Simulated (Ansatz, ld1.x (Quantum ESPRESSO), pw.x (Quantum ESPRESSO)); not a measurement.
## Al (bcc): variants of one TM potential in the solid

```
Element                 : Al
Generator               : ld1.x (Quantum ESPRESSO) 7.5
Type                    : norm-conserving Troullier–Martins (Kleinman–Bylander form)
Functional              : PBE
Relativity              : scalar-relativistic
Frozen core             : [Ne]
Valence charge          : 3
Reference configuration : 3s2 3p1
Partial waves           : 3s (bound): rc 2.10 bohr; 3d channel at 0.05 Ry: rc 2.15 bohr; 3p (bound): rc 2.25 bohr
Local potential         : the p channel
Core correction         : none
```

Crystal test: bcc Al in pw.x 7.5, no spin, 14³ k-points, Fermi–Dirac smearing 0.01 Ry, cutoffs set for each file from its atomic test. The reference is all-electron LAPW (Ansatz 0.2.0) with the same functional, mesh and smearing; V0 and B0 come from Birch–Murnaghan fits to the pressures at five volumes. Errors are pseudo minus all-electron; Δ is the rms difference of the E(V) curves that follow from these fits, minima aligned, over ±6 % about the mean V0. Mesh and smearing are coarse, so the numbers serve the comparison and aren't converged zero-temperature values; the lattice is a test structure that the element need not adopt.

All-electron: a0 = 3.237 Å (V0 = 16.96 Å³/atom), B0 = 68.4 GPa.

| change | cutoffs (Ry) | pw.x | a0 (Å) | a0 error (%) | B0 error (%) | Δ (meV/atom) | mean pressure error (GPa) |
| --- | --- | --- | --- | --- | --- | --- | --- |
| base | 35/140 | converged | 3.250 | +0.41 | -2.1 | 3.1 | +0.84 |
| all radii scaled by about 0.79 (s 1.66, p 1.78, d 1.70 bohr) | 40/160 | converged | 3.249 | +0.36 | -1.7 | 2.7 | +0.75 |
| all radii scaled by about 0.90 (s 1.88, p 2.02, d 1.92 bohr) | 40/160 | converged | 3.250 | +0.41 | -2.0 | 3.1 | +0.84 |
| all radii scaled by about 1.03 (s 2.16, p 2.32, d 2.22 bohr) | 35/140 | converged | 3.250 | +0.40 | -2.1 | 3.0 | +0.83 |
| all radii scaled by about 1.38 (s 2.90, p 3.12, d 2.98 bohr) | 35/140 | converged | 3.242 | +0.16 | -1.9 | 1.2 | +0.32 |

Give the row for: all radii scaled by about 1.24 (s 2.60, p 2.78, d 2.66 bohr).

pw.x: converged; mean pressure error (GPa): +0.57; a0 (Å): 3.246; a0 error (%): +0.28; B0 error (%): -2.1; Δ (meV/atom): 2.1.
